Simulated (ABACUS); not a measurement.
# GaAs (F-43m) in ABACUS: a series of runs

The runs below take GaAs through band structure, equation of state, with PBE, PW91.

All numbers are computed with ABACUS 3.10.1; they aren't measurements. Logs are shortened: lines on timing, memory, paths and dates and some standing lists are left out, and cuts for length are marked.

**What was measured.**

From “Evidence of valence band perturbations in GaAsN/GaAs(001): A combined variable-angle spectroscopic ellipsometry and modulated photoreflectance investigation”, 2008, arxiv:0805.2212, for a bulk crystal of GaAs at 300 K: band gap 1.412 ± 0.01 eV (direct).

The results are compared with them further down.

## Step 1: The structure

Symmetry: F-43m, No. 216, cubic system. Conventional cell: a = 5.654 Å, b = 5.654 Å, c = 5.654 Å, α = 90.00°, β = 90.00°, γ = 90.00°. As (site symmetry -43m) is surrounded by 4 Ga at 2.45 Å. Around Ga (site symmetry -43m) lie 4 As at 2.45 Å.

## Step 2: Band structure, PBE

Input file INPUT:

```
INPUT_PARAMETERS
suffix              GaAs
calculation         nscf
basis_type          pw
pseudo_dir          ./
symmetry            -1
dft_functional      pbe
ecutwfc             84.0
pseudo_rcut         7
nspin               1
nbands              24
ks_solver           dav
smearing_method     fd
smearing_sigma      0.00367493
scf_thr             1e-08
scf_nmax            100
mixing_type         broyden
mixing_beta         0.7
init_chg            file
pw_diag_thr         1e-07
out_band            1
kpar                4
```

Input file STRU:

```
ATOMIC_SPECIES
As 74.9216 33_As_15_1.8_2.1_pbe_n_v1.0.upf
Ga 69.7230 31_Ga_13_1.9_2.4_pbe_n_v1.0.upf

LATTICE_CONSTANT
1.8897261246

LATTICE_VECTORS
3.9977696100 0.0000000000 0.0000000000
1.9988848050 3.4621700407 0.0000000000
1.9988848050 1.1540566802 3.2641652179

ATOMIC_POSITIONS
Direct

As
0.0
1
0.7500000000 0.7500000000 0.7500000000 1 1 1

Ga
0.0
1
0.0000000000 0.0000000000 0.0000000000 1 1 1
```

Input file KPT:

```
K_POINTS
12
Line
0.00000000 0.00000000 0.00000000 10 // G
0.50000000 0.00000000 0.50000000 10 // X
0.50000000 0.25000000 0.75000000 10 // W
0.37500000 0.37500000 0.75000000 10 // K
0.00000000 0.00000000 0.00000000 10 // G
0.50000000 0.50000000 0.50000000 10 // L
0.62500000 0.25000000 0.62500000 10 // U
0.50000000 0.25000000 0.75000000 10 // W
0.50000000 0.50000000 0.50000000 10 // L
0.37500000 0.37500000 0.75000000 1 // K
0.62500000 0.25000000 0.62500000 10 // U
0.50000000 0.00000000 0.50000000 1 // X
```

Potentials or basis: SPMS ONCV 1.0 PBE, plane waves.

On the command line:

```console
OMP_NUM_THREADS=1 mpirun -np 4 abacus > log
```

running log:

```text
ABACUS v3.10.1

               Atomic-orbital Based Ab-initio Computation at UStc

 ------------------------------------------------------------------------------------

 READING GENERAL INFORMATION
                           global_out_dir = OUT.GaAs/
                           global_in_card = INPUT
                               pseudo_dir = ./
                              orbital_dir =
                                    DSIZE = 4
                                    GSIZE = 1

 READING UNITCELL INFORMATION
                                    ntype = 2
                  lattice constant (Bohr) = 1.88973
              lattice constant (Angstrom) = 1

 READING ATOM TYPE 1
                               atom label = As
                      L=0, number of zeta = 1
                      L=1, number of zeta = 1
                      L=2, number of zeta = 1
             number of atom for this type = 1

 READING ATOM TYPE 2
                               atom label = Ga
                      L=0, number of zeta = 1
                      L=1, number of zeta = 1
                      L=2, number of zeta = 1
             number of atom for this type = 1

                        TOTAL ATOM NUMBER = 2
DIRECT COORDINATES
    atom                   x                   y                   z     mag                  vx                  vy                  vz
taud_As1            0.7500000000        0.7500000000        0.7500000000  0.0000        0.0000000000        0.0000000000        0.0000000000
taud_Ga1            0.0000000000        0.0000000000        0.0000000000  0.0000        0.0000000000        0.0000000000        0.0000000000

                          Volume (Bohr^3) = 304.884
                             Volume (A^3) = 45.1791

 Lattice vectors: (Cartesian coordinate: in unit of a_0)
             +3.99777                  +0                  +0
             +1.99888            +3.46217                  +0
             +1.99888            +1.15406            +3.26417
 Reciprocal vectors: (Cartesian coordinate: in unit of 2 pi/a_0)
            +0.250139           -0.144418           -0.102119
                   -0           +0.288836           -0.102119
                   +0                  -0           +0.306357
 The esolver type has been set to : ksdft_pw

                PAO radial cut off (Bohr) = 7

 Read in pseudopotential file is 33_As_15_1.8_2.1_pbe_n_v1.0.upf
                     pseudopotential type = NC
          exchange-correlation functional = PBE
                 nonlocal core correction = 1
                        valence electrons = 15
                                     lmax = 2
                           number of zeta = 3
                     number of projectors = 6
                           L of projector = 0
                           L of projector = 0
                           L of projector = 1
                           L of projector = 1
                           L of projector = 2
                           L of projector = 2
                PAO radial cut off (Bohr) = 7

 Read in pseudopotential file is 31_Ga_13_1.9_2.4_pbe_n_v1.0.upf
                     pseudopotential type = NC
          exchange-correlation functional = PBE
                 nonlocal core correction = 1
                        valence electrons = 13
                                     lmax = 2
                           number of zeta = 3
                     number of projectors = 6
                           L of projector = 0
                           L of projector = 0
                           L of projector = 1
                           L of projector = 1
                           L of projector = 2
                           L of projector = 2
     initial pseudo atomic orbital number = 18

 SETUP THE ELECTRONS NUMBER
            electron number of element As = 15
      total electron number of element As = 15
            electron number of element Ga = 13
      total electron number of element Ga = 13
            AUTOSET number of electrons:  = 28
                           occupied bands = 14
                                   NBANDS = 24
                                   NLOCAL = 18

%%%%%%%%%%%%%%%%%%%%%%%%%%%%%%%%%%%%%%%%%%%%%%%%%%%%%%%%%%%%%%%%%%%%%%%%%%%%%%%%%%%%%%%%%%%%%%%%%%%%%%%%%%
 Warning: the number of valence electrons in pseudopotential > 5 for As: [Ar] 3d10 4s2 4p3
 Warning: the number of valence electrons in pseudopotential > 3 for Ga: [Ar] 3d10 4s2 4p1
 Pseudopotentials with additional electrons can yield (more) accurate outcomes, but may be less efficient.
 If you're confident that your chosen pseudopotential is appropriate, you can safely ignore this warning.
%%%%%%%%%%%%%%%%%%%%%%%%%%%%%%%%%%%%%%%%%%%%%%%%%%%%%%%%%%%%%%%%%%%%%%%%%%%%%%%%%%%%%%%%%%%%%%%%%%%%%%%%%%

 SETUP THE PLANE WAVE BASIS
 energy cutoff for charge/potential (unit:Ry) = 336
            fft grid for charge/potential = [ 45, 45, 45 ]
                        fft grid division = [ 1, 1, 1 ]
        big fft grid for charge/potential = [ 45, 45, 45 ]
                                     nbxx = 91125
                                     nrxx = 91125

 SETUP PLANE WAVES FOR CHARGE/POTENTIAL
                    number of plane waves = 31775
                         number of sticks = 1333

 PARALLEL PW FOR CHARGE/POTENTIAL
     PROC   COLUMNS(POT)             PW
        1           1333          31775
 --------------- sum -------------------
        1           1333          31775
                            number of |g| = 326
                                  max |g| = 30.3776
                                  min |g| = 0

----------- Double Check Mixing Parameters Begin ------------
mixing_type: broyden
mixing_beta: 0.7
mixing_gg0: 1
mixing_gg0_min: 0.1
mixing_ndim: 8
----------- Double Check Mixing Parameters End ------------

 SETUP K-POINTS
                                    nspin = 1
                                   nkstot = 102
K-POINTS DIRECT COORDINATES
 KPOINTS    DIRECT_X    DIRECT_Y    DIRECT_Z  WEIGHT
       1  0.00000000  0.00000000  0.00000000  1.0000
       2  0.05000000  0.00000000  0.05000000  1.0000
       3  0.10000000  0.00000000  0.10000000  1.0000
       4  0.15000000  0.00000000  0.15000000  1.0000
       5  0.20000000  0.00000000  0.20000000  1.0000
       6  0.25000000  0.00000000  0.25000000  1.0000
[... 22 lines left out ...]
      29  0.40000000  0.35000000  0.75000000  1.0000
      30  0.38750000  0.36250000  0.75000000  1.0000
[... 72 further k points ...]

           k-point number in this process = 26
       minimum distributed K point number = 25

[... K-POINTS CARTESIAN COORDINATES: 26 rows ...]

[... K-POINTS DIRECT COORDINATES: 26 rows ...]

 SETUP PLANE WAVES FOR WAVE FUNCTIONS
     energy cutoff for wavefunc (unit:Ry) = 84
              fft grid for wave functions = [ 45, 45, 45 ]
                    number of plane waves = 4909
                         number of sticks = 379

 PARALLEL PW FOR WAVE FUNCTIONS
     PROC   COLUMNS(POT)             PW
        1            379           4909
 --------------- sum -------------------
        1            379           4909

 SETUP NONLOCAL PSEUDOPOTENTIALS IN PLANE WAVE BASIS
 As non-local projectors:
 projector 1 L=0
 projector 2 L=0
 projector 3 L=1
 projector 4 L=1
 projector 5 L=2
 projector 6 L=2
 Ga non-local projectors:
 projector 1 L=0
 projector 2 L=0
 projector 3 L=1
 projector 4 L=1
 projector 5 L=2
 projector 6 L=2
      TOTAL NUMBER OF NONLOCAL PROJECTORS = 36

 Init Non-Local PseudoPotential table :
 Init Non-Local-Pseudopotential done.

                                     npwx = 3988

 Make real space PAO into reciprocal space.
       max mesh points in Pseudopotential = 701
     dq(describe PAO in reciprocal space) = 0.01
                                    max q = 1104

 number of pseudo atomic orbitals for As is 3
WARNING: norm of atomic wavefunction # 2 of atomic type As is 0.999979, renormalized
WARNING: norm of atomic wavefunction # 3 of atomic type As is 0.998412, renormalized

 number of pseudo atomic orbitals for Ga is 3
WARNING: norm of atomic wavefunction # 2 of atomic type Ga is 0.99965, renormalized
WARNING: norm of atomic wavefunction # 3 of atomic type Ga is 0.983935, renormalized

 -------------------------------------------
 NONSELF-CONSISTENT
 -------------------------------------------
                                 init_chg = file
 try to read charge from file
 Read in the charge density: OUT.GaAs//GaAs-CHARGE-DENSITY.restart

 PW ALGORITHM --------------- ION=   1  ELEC=   1--------------------------------

 k(1/102) Iter steps (avg)=10 threshold=1e-07

 k(2/102) Iter steps (avg)=10 threshold=1e-07

 k(3/102) Iter steps (avg)=10 threshold=1e-07

 k(4/102) Iter steps (avg)=10 threshold=1e-07

 k(5/102) Iter steps (avg)=10 threshold=1e-07

 k(6/102) Iter steps (avg)=10 threshold=1e-07
 k(7/102) Iter steps (avg)=11 threshold=1e-07
 k(8/102) Iter steps (avg)=15 threshold=1e-07

 k(9/102) Iter steps (avg)=17 threshold=1e-07
 k(10/102) Iter steps (avg)=11 threshold=1e-07
 k(11/102) Iter steps (avg)=10 threshold=1e-07
 k(12/102) Iter steps (avg)=10 threshold=1e-07
 k(13/102) Iter steps (avg)=11 threshold=1e-07
 k(14/102) Iter steps (avg)=11 threshold=1e-07
 k(15/102) Iter steps (avg)=12 threshold=1e-07
 k(16/102) Iter steps (avg)=16 threshold=1e-07
 k(17/102) Iter steps (avg)=13 threshold=1e-07
 k(18/102) Iter steps (avg)=15 threshold=1e-07
 k(19/102) Iter steps (avg)=47 threshold=1e-07
 k(20/102) Iter steps (avg)=20 threshold=1e-07
 k(21/102) Iter steps (avg)=18 threshold=1e-07
 k(22/102) Iter steps (avg)=12 threshold=1e-07
 k(23/102) Iter steps (avg)=11 threshold=1e-07
 k(24/102) Iter steps (avg)=13 threshold=1e-07
 k(25/102) Iter steps (avg)=13 threshold=1e-07
 k(26/102) Iter steps (avg)=14 threshold=1e-07
[... levels at 26 k points of this process ...]

 Density error is 0.00000000000
                          Error Threshold = 1.00000000000e-07
----------------------------------------------------------
     Energy           Rydberg                 eV
----------------------------------------------------------
 E_KohnSham     -345.6480818668      -4702.7834161585
 E_KS(sigma->0) -345.6480712312      -4702.7832714541
 E_Harris       -345.6480818668      -4702.7834161585
 E_band         -20.7894960367       -282.8556046477
 E_one_elec     -168.2758283225      -2289.5101008552
 E_Hartree      101.5623099192       1381.8261169428
 E_xc           -80.5817084707       -1096.3703897762
 E_Ewald        -198.3528337217      -2698.7287530610
 E_entropy(-TS) -0.0000212712        -0.0002894090
 E_descf        0.0000000000         0.0000000000
 E_exx          0.0000000000         0.0000000000
 E_Fermi        0.7033746604         9.5699032107
----------------------------------------------------------

 charge density convergence is achieved
 final etot is -4702.7834162 eV
 EFERMI = 9.5699032107 eV

 STATE ENERGY(eV) AND OCCUPATIONS    NSPIN == 1
 1/26 kpoint (Cartesian) = 0.0000 0.0000 0.0000 (3839 pws)
       1       -25.9357      0.0196078
       2       -25.9357      0.0196078
       3       -25.9357      0.0196078
       4       -25.9243      0.0196078
       5       -25.9243      0.0196078
       6       -5.56099      0.0196078
[... 16 lines left out ...]
      23        20.8647        0.00000
      24        20.8647        0.00000

 2/26 kpoint (Cartesian) = 0.012507 -0.0072209 0.010212 (3923 pws)
       1       -25.9358      0.0196078
       2       -25.9357      0.0196078
       3       -25.9357      0.0196078
       4       -25.9243      0.0196078
       5       -25.9243      0.0196078
       6       -5.56468      0.0196078
[... 16 lines left out ...]
      23        20.9504        0.00000
      24        21.3352        0.00000

 3/26 kpoint (Cartesian) = 0.025014 -0.014442 0.020424 (3931 pws)
       1       -25.9358      0.0196078
       2       -25.9356      0.0196078
       3       -25.9356      0.0196078
       4       -25.9244      0.0196078
       5       -25.9242      0.0196078
       6       -5.57491      0.0196078
[... 16 lines left out ...]
      23        21.2080        0.00000
      24        21.9192        0.00000

 4/26 kpoint (Cartesian) = 0.037521 -0.021663 0.030636 (3939 pws)
       1       -25.9359      0.0196078
       2       -25.9354      0.0196078
       3       -25.9354      0.0196078
       4       -25.9244      0.0196078
       5       -25.9241      0.0196078
       6       -5.58966      0.0196078
[... 16 lines left out ...]
      23        21.6387        0.00000
      24        22.4264        0.00000

 5/26 kpoint (Cartesian) = 0.050028 -0.028884 0.040848 (3951 pws)
       1       -25.9360      0.0196078
       2       -25.9351      0.0196078
       3       -25.9351      0.0196078
       4       -25.9245      0.0196078
       5       -25.9240      0.0196078
       6       -5.60664      0.0196078
[... 16 lines left out ...]
      23        22.2436        0.00000
      24        22.9770        0.00000

 6/26 kpoint (Cartesian) = 0.062535 -0.036105 0.051060 (3976 pws)
       1       -25.9362      0.0196078
       2       -25.9349      0.0196078
       3       -25.9349      0.0196078
       4       -25.9246      0.0196078
       5       -25.9238      0.0196078
       6       -5.62381      0.0196078
[... 16 lines left out ...]
      23        23.0217        0.00000
      24        23.6400        0.00000

[... levels at 20 further k points ...]

 --------------------------------------------
 !FINAL_ETOT_IS -4702.783416158535 eV
 --------------------------------------------

 Output bands in file: OUT.GaAs/BANDS_1.dat
```

Wall time 17 s (4 MPI ranks of Intel Xeon Platinum 8375C at 2.90GHz (Ice Lake), shared host); peak memory 0.48 GiB.

What came out:

- Band gap along the path: 0.51 eV, direct

Levels at the corners of the path, in eV from the Fermi level:
```tsv
point	band 11	band 12	band 13	band 14	band 15	band 16	band 17	band 18
Γ	-13.01	-0.28	-0.28	-0.28	0.23	3.46	3.46	3.46
X	-10.51	-7.10	-2.96	-2.96	1.19	1.38	9.89	9.89
W	-10.46	-6.91	-3.82	-3.62	4.34	4.44	5.14	5.77
K	-10.55	-6.91	-4.14	-2.54	1.68	4.36	7.68	7.79
Γ	-13.01	-0.28	-0.28	-0.28	0.23	3.46	3.46	3.46
L	-11.25	-6.92	-1.42	-1.42	0.72	4.37	4.37	7.49
U	-10.55	-6.91	-4.14	-2.54	1.68	4.36	7.68	7.79
W	-10.46	-6.91	-3.82	-3.62	4.34	4.44	5.14	5.77
L	-11.25	-6.92	-1.42	-1.42	0.72	4.37	4.37	7.49
K	-10.55	-6.91	-4.14	-2.54	1.68	4.36	7.68	7.79
U	-10.55	-6.91	-4.14	-2.54	1.68	4.36	7.68	7.79
X	-10.51	-7.10	-2.96	-2.96	1.19	1.38	9.89	9.89
```

Caveat: the density is read from an earlier self-consistent run, whose mesh may be coarse.

## Step 3: Band structure, PW91

Edit INPUT of step 2 so:

```diff
@@ -6,7 +6,7 @@
 symmetry            -1
-dft_functional      pbe
-ecutwfc             84.0
-pseudo_rcut         7
+dft_functional      GGA_X_PW91+GGA_C_PW91
+ecutwfc             40.0
+pseudo_rcut         10
 nspin               1
-nbands              24
+nbands              22
 ks_solver           dav
@@ -18,2 +18,3 @@
 mixing_beta         0.7
+ecutrho             320.0
 init_chg            file
```

Input file STRU:

```
ATOMIC_SPECIES
As 74.9216 as_pbe_v1.uspp.F.UPF
Ga 69.7230 ga_pbe_v1.4.uspp.F.UPF

LATTICE_CONSTANT
1.8897261246

LATTICE_VECTORS
0.0000000000 2.8268500000 2.8268500000
2.8268500000 0.0000000000 2.8268500000
2.8268500000 2.8268500000 0.0000000000

ATOMIC_POSITIONS
Cartesian

As
0.0
1
4.2402750000 4.2402750000 4.2402750000 1 1 1

Ga
0.0
1
0.0000000000 0.0000000000 0.0000000000 1 1 1
```

KPT is that of step 2.

Potentials or basis: GBRV ultrasoft 1.5 PBE, plane waves.

On the command line:

```console
OMP_NUM_THREADS=1 mpirun -np 4 abacus > log
```

Wall time 5.2 s (4 MPI ranks of Intel Xeon Platinum 8488C (Sapphire Rapids), shared host); peak memory 0.68 GiB.

Results (log left out):

```
Band gap along the path : 0.46 eV, direct
```

Levels at the corners of the path, in eV from the Fermi level:
| point | band 10 | band 11 | band 12 | band 13 | band 14 | band 15 |
| --- | --- | --- | --- | --- | --- | --- |
| Γ | -0.26 | -0.26 | -0.26 | 0.20 | 3.48 | 3.48 |
| X | -7.10 | -2.93 | -2.93 | 1.20 | 1.38 | 9.92 |
| W | -6.91 | -3.79 | -3.60 | 4.34 | 4.46 | 5.15 |
| K | -6.91 | -4.11 | -2.51 | 1.69 | 4.37 | 7.70 |
| Γ | -0.26 | -0.26 | -0.26 | 0.20 | 3.48 | 3.48 |
| L | -6.91 | -1.40 | -1.40 | 0.71 | 4.38 | 4.38 |
| U | -6.91 | -4.11 | -2.51 | 1.69 | 4.37 | 7.70 |
| W | -6.91 | -3.79 | -3.60 | 4.34 | 4.46 | 5.15 |
| L | -6.91 | -1.40 | -1.40 | 0.71 | 4.38 | 4.38 |
| K | -6.91 | -4.11 | -2.51 | 1.69 | 4.37 | 7.70 |
| U | -6.91 | -4.11 | -2.51 | 1.69 | 4.37 | 7.70 |
| X | -7.10 | -2.93 | -2.93 | 1.20 | 1.38 | 9.92 |

Caveat: the density is read from an earlier self-consistent run, whose mesh may be coarse.

[end of part 1 of 2]
